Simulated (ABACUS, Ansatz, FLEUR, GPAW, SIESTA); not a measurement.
## One calculation of As, 5 ways

```
As
1.0
     1.82500   -5.50000    0.00000
     1.82500    5.50000    0.00000
     0.00000    0.00000    4.47000
As
4
Direct
  0.37537 0.60335 0.55866
  0.88654 0.10528 0.93966
  0.61829 0.39250 0.43957
  0.11427 0.89248 0.05694
```

This isn't the form of As at room conditions, which is rhombohedral.

Atoms were shifted at random by some hundredths of an Å from the given cell, which wasn't relaxed again for these runs.

Alike in all runs: task single point; functional PBEsol; k mesh 8 × 8 × 6; occupations fermi-dirac, width 0.05 eV; no spin polarisation; no spin-orbit coupling. Pressure is positive in compression and, in plane waves, holds the error of the finite cutoff.

```
                                                                                      program and potentials  plane-wave cutoff (eV)                                                  notes  band gap (eV)  pressure (GPa)  largest force (eV/Å)  energy over the undisturbed cell (meV/atom)
                                                           GPAW, PAW data sets generated for this functional                     600                 5 valence electrons an atom on average         no gap           -1.01                 0.413                                            -
SIESTA, files PseudoDojo sr-pbesol-0.4.1-standard, DZP (energy shift 0.003 Ry; two zetas on semicore shells)                       -  atomic basis; 15 valence electrons an atom on average         no gap            1.20                 0.514                                        -3.31
                                                 ABACUS, PseudoDojo NC SR 0.4.1 PBEsol standard, plane waves                    1143                15 valence electrons an atom on average         no gap           -1.14                 0.426                                         4.46
                                                                                  FLEUR, all-electron, FLAPW                       -                                                      -         no gap               -                 0.446                                         4.82
                                                              Ansatz, all-electron LAPW, scalar-relativistic                       -                                                      -         no gap           -1.22                 0.448                                            -
```

Force on atom 1 (As), eV/Å:

| program and potentials | x | y | z |
| --- | --- | --- | --- |
| GPAW, PAW data sets generated for this functional | 0.191 | -0.356 | 0.085 |
| SIESTA, files PseudoDojo sr-pbesol-0.4.1-standard, DZP (energy shift 0.003 Ry; two zetas on semicore shells) | 0.200 | -0.059 | -0.295 |
| ABACUS, PseudoDojo NC SR 0.4.1 PBEsol standard, plane waves | 0.188 | -0.365 | 0.116 |
| FLEUR, all-electron, FLAPW | 0.187 | -0.384 | 0.126 |
| Ansatz, all-electron LAPW, scalar-relativistic | 0.188 | -0.387 | 0.128 |

None finds a gap. The pressure spans -1.22 (Ansatz, all-electron LAPW, scalar-relativistic) to 1.20 GPa (SIESTA, files PseudoDojo sr-pbesol-0.4.1-standard, DZP (energy shift 0.003 Ry; two zetas on semicore shells)), with all-electron results at -1.22. The pressure on the cell as given of SIESTA, files PseudoDojo sr-pbesol-0.4.1-standard, DZP (energy shift 0.003 Ry; two zetas on semicore shells) lies far from the others; the cause wasn't traced. Rows in atomic bases carry the error of their basis and grid, which can be large.

Differences between rows come from potentials, basis sets and numerical settings, since the functional is the same but for its coding. Runs on potential files found faulty are left out.
